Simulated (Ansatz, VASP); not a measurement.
**SrO: VASP beside Ansatz**

```
CELL_PARAMETERS angstrom
0.00000 2.56980 2.49271
2.56980 0.00000 2.49271
2.56980 2.56980 0.00000
ATOMIC_POSITIONS crystal
Sr 0.00000 0.00000 0.00000
O 0.50000 0.50000 0.50000
```

Change from the starting cell: strain +0.000 along x and y, -0.030 along z, atoms carried along.

Alike in both runs: task single point; functional PBE; k mesh 8 × 8 × 8; occupations gaussian, width 0.05 eV; no spin polarisation.

|  | VASP | Ansatz |
| --- | --- | --- |
| version | VASP 6.6.1 | Ansatz 0.2.0 |
| potentials or method | VASP PAW PBE potentials, release 64 (Sr_sv, O) | scalar-relativistic, plane waves, PAW |
| plane-wave cutoff (eV) | 520 | 420 |
| valence electrons in the cell | 16 | 16 |

|  | VASP | Ansatz | Ansatz less VASP |
| --- | --- | --- | --- |
| gap on the k mesh at the Fermi level (eV) | 3.08 | 3.14 | +0.055 |
| least direct gap on the mesh (eV) | 3.25 | 3.29 | +0.042 |
| pressure (GPa) | 7.0 | 6.3 | -0.69 |
| largest component of the traceless stress (GPa) | 3.62 | 3.44 | -0.187 |

A k mesh can miss the band edges.
